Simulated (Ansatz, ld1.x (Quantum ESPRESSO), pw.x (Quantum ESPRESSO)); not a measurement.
## Rh (Z = 45): one change to the PAW potential, in the atom and in the bcc crystal

Rh (Z = 45), PAW, made with ld1.x (Quantum ESPRESSO) 7.5 (PBE, scalar-relativistic). Core [Ar] 3d10 4s2, reference 4p6 4d8 5s1 5p0. Waves: 5s (bound): rcut 2.30, rcutus 2.55 bohr; 5s channel at 0.2 Ry: rcut 2.30, rcutus 2.55 bohr; 4p (bound): rcut 1.45, rcutus 1.55 bohr; 5p (bound, empty): rcut 1.45, rcutus 1.55 bohr; 4d (bound): rcut 1.80, rcutus 2.15 bohr; 4d channel at 0.05 Ry: rcut 1.80, rcutus 2.15 bohr. Local part: all-electron potential smoothed inside 2.00 bohr (lloc = -1). Core correction: Bessel-smoothed model core, default radius (core density twice the valence density). Augmentation charge: PSQ, inside the norm-conserving radii.

Change: all radii but the core radius scaled by about 1.19 (s 3.04, p 1.84, d 2.56 bohr, rcut 2.74/1.72/2.14); local potential all-electron potential smoothed inside 2.38 bohr (lloc = -1).

Cutoffs, loose and tight: the cutoffs (Ry, on a coarse ladder) from which the occupation-weighted sum of valence levels, in a spherical-Bessel basis at the reference potential, stays within 10 and 1 mRy of its value at 400 Ry. They do not see the model core or the augmentation charge, which bear on the density cutoff. Test errors are all-electron minus pseudo excitation energies from the reference, over the configurations 4p6 4d8 5s0 5p0; 4p6 4d7 5s0 5p0; 4p6 4d6 5s0 5p0; 4p6 4d8.5 5s0.5 5p0; 4p6 4d7 5s2 5p0; 4p5 4d8 5s1 5p0; 4p6 4d7 5s1 5p1; variants that change the core or the reference have their own tests.

Crystal test: bcc Rh in pw.x 7.5, no spin, 15³ k-points, Fermi–Dirac smearing 0.01 Ry, cutoffs set for each file from its atomic test. The reference is all-electron LAPW (Ansatz 0.2.0) with the same functional, mesh and smearing; V0 and B0 come from Birch–Murnaghan fits to the pressures at five volumes. Errors are pseudo minus all-electron; Δ is the rms difference of the E(V) curves that follow from these fits, minima aligned, over ±6 % about the mean V0. Mesh and smearing are coarse, so the numbers serve the comparison and aren't converged zero-temperature values; the lattice is a test structure that the element need not adopt.

All-electron: a0 = 3.074 Å (V0 = 14.52 Å³/atom), B0 = 228.7 GPa.

Problem. Does the change bring the crystal closer to the all-electron result?

Solution. The mean pressure error goes from +1.77 to +3.20 GPa, so the change moves the solid further from the all-electron pressures.

```csv
quantity,base,changed
outcome (atom),generated,generated
"cutoff, loose (atom)",35 Ry,25 Ry
"cutoff, tight (atom)",60 Ry,45 Ry
bound ghosts (atom),none,none
largest test error (meV) (atom),-42 over the solved tests; test run stopped at test 5 of 7 (negative rho),"test run stopped at test 4 of 7 (negative rho), 2 before it not solved"
cutoffs in pw.x (Ry),75/600,55/440
a0 (Å),3.082,3.088
a0 error (%),+0.25,+0.45
B0 error (%),-0.4,-2.0
Δ (meV/atom),5.5,9.9
mean pressure error (GPa),+1.77,+3.20
```

Base: Atomic configuration tests: test run stopped at test 5 of 7 (negative rho). Changed file: The largest radius (3.04 bohr) exceeds half the bond length (2.52 bohr), so the spheres overlap, which is one possible source of error among others. Atomic configuration tests: test run stopped at test 4 of 7 (negative rho), 2 before it not solved. The atomic cutoffs weigh occupied waves only.
